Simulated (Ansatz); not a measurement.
# Zr: the cost of one run

Computed with Ansatz 0.2.0 (DFT PBE, scalar-relativistic, plane waves, PAW, unless a step's input says otherwise).

2 further runs of the same task are left out: 1 that didn't finish, 1 set aside as unsound or not needed.

**1. The system as given**

It takes space group Im-3m (No. 229, cubic). Conventional cell: a = 3.620 Å, b = 3.620 Å, c = 3.620 Å, α = 90.00°, β = 90.00°, γ = 90.00°. Around Zr (site symmetry m-3m) lie 8 Zr at 3.14 Å.

Coordinates:

```cif
data_structure
_symmetry_space_group_name_H-M 'Im-3m'
_symmetry_Int_Tables_number 229
_cell_length_a 3.6200
_cell_length_b 3.6200
_cell_length_c 3.6200
_cell_angle_alpha 90.000
_cell_angle_beta 90.000
_cell_angle_gamma 90.000
_cell_volume 47.44
loop_
_atom_site_label
_atom_site_type_symbol
_atom_site_symmetry_multiplicity
_atom_site_Wyckoff_symbol
_atom_site_fract_x
_atom_site_fract_y
_atom_site_fract_z
_atom_site_occupancy
Zr1 Zr 2 a 0.00000 0.00000 0.00000 1
```

The structure comes from the Crystallography Open Database.

**2. A change within the space group**

What differs from the listed cell: strain xx, yy, zz, yz, xz, xy = -1.7, -1.7, -1.7, +0.0, +0.0, +0.0 %.

The input, input.yaml:

```yaml
crystal:
  lattice:
    - [-1.7795739, 1.7795739, 1.7795739]
    - [1.7795739, -1.7795739, 1.7795739]
    - [1.7795739, 1.7795739, -1.7795739]
  atoms:
    - { symbol: Zr, position: [0.0, 0.0, 0.0] }
basis:
  ecutwfc: 420
kpoints:
  mp_grid: { grid: [16, 16, 16] }
hamiltonian:
  xc: pbe
scf:
  occupations: { method: gaussian, width: 0.1 }
output:
  forces: true
  stress: true
  eigenvalues: true
```

Command:

```sh
> ansatz run input.yaml --threads 1 --pin off --max-ram 1331MiB --backend cpu --events-out ev --progress --plain --runs-dir out
```

Q: Estimate wall time and peak memory on 1 thread of an x86-64 CPU, shared host.

About 4.1 s, with a peak of 0.34 GiB.
